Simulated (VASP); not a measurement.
Here is a VASP 6.6.1 calculation.

The input run.py:

```python
from ase import Atoms
from ase.calculators.vasp import Vasp
from ase.dft.bandgap import bandgap

atoms = Atoms(
    ['Zn', 'S'],
    cell=[[0.0, 2.702, 2.702], [2.702, 0.0, 2.702], [2.702, 2.702, 0.0]],
    scaled_positions=[[0.75, 0.75, 0.75], [0.0, 0.0, 0.0]],
    pbc=True,
)
calc = Vasp(
    directory='calc',
    xc='pbesol',
    pp='PBE',
    setups='recommended',
    prec='Accurate',
    encut=520,
    ediff=1e-06,
    ismear=0,
    sigma=0.01,
    lreal=False,
    lasph=True,
    nelm=80,
    algo='Normal',
    isif=2,
    lwave=False,
    lcharg=True,
    kpts=[9, 9, 9],
    gamma=True,
    nbands=16,
)
atoms.calc = calc

print('energy (eV):', atoms.get_potential_energy())
print('free energy (eV):', atoms.get_potential_energy(force_consistent=True))
efermi = calc.get_fermi_level()
print('Fermi level (eV):', efermi)
path = atoms.cell.bandpath(npoints=40, eps=1e-4)
print('path:', path.path)
calc.set(kpts=path.kpts, reciprocal=True, icharg=11, isym=0, lcharg=False)
calc.calculate(atoms)
print('gap on the path (eV):', bandgap(calc, efermi=efermi)[0])
print('direct gap on the path (eV):', bandgap(calc, efermi=efermi, direct=True)[0])
```

Potentials or basis: VASP PAW PBE potentials, release 64 (Zn, S).

The run is started by

```console
$ python run.py
```

Question: What does it give for the band gap along the path?

Answer: 1.98 eV, direct.

Levels at the corners of the path, in eV from the Fermi level:
```
point  band 7  band 8  band 9  band 10  band 11  band 12
    Γ   -0.12   -0.12   -0.12     1.85     6.18     6.18
    X   -4.73   -2.37   -2.37     3.12     3.84    10.71
    W   -4.76   -2.93   -2.88     5.45     5.87     7.63
    K   -4.80   -3.29   -1.95     3.87     5.76     9.14
    Γ   -0.12   -0.12   -0.12     1.85     6.18     6.18
    L   -5.49   -1.00   -1.00     3.07     6.71     6.71
    U   -4.80   -3.29   -1.95     3.87     5.76     9.14
    W   -4.76   -2.93   -2.88     5.45     5.87     7.63
    L   -5.49   -1.00   -1.00     3.07     6.71     6.71
    K   -4.80   -3.29   -1.95     3.87     5.76     9.14
    U   -4.80   -3.29   -1.95     3.87     5.76     9.14
    X   -4.73   -2.37   -2.37     3.12     3.84    10.71
```

Caveat: the log is that of the step along the path at fixed density, whose energy, stress, charges and moments have no meaning.

**Measured values to compare with.**

“Electronic, vibrational, and thermodynamic properties of ZnS (zincblende and rocksalt structure)”, 2009, arxiv:0911.5022 quotes, for a bulk crystal of ZnS at 19 K: band gap 3.85 eV (direct).

Against the measured gap of ZnS, 3.85 eV (direct; 19 K; quoted in “Electronic, vibrational, and thermodynamic properties of ZnS (zincblende and rocksalt structure)”, 2009, arxiv:0911.5022), the calculated 1.98 eV is off by -1.87 eV. The value is that of PBEsol, without temperature or zero-point motion. Semilocal functionals fall short of measured gaps as a rule.
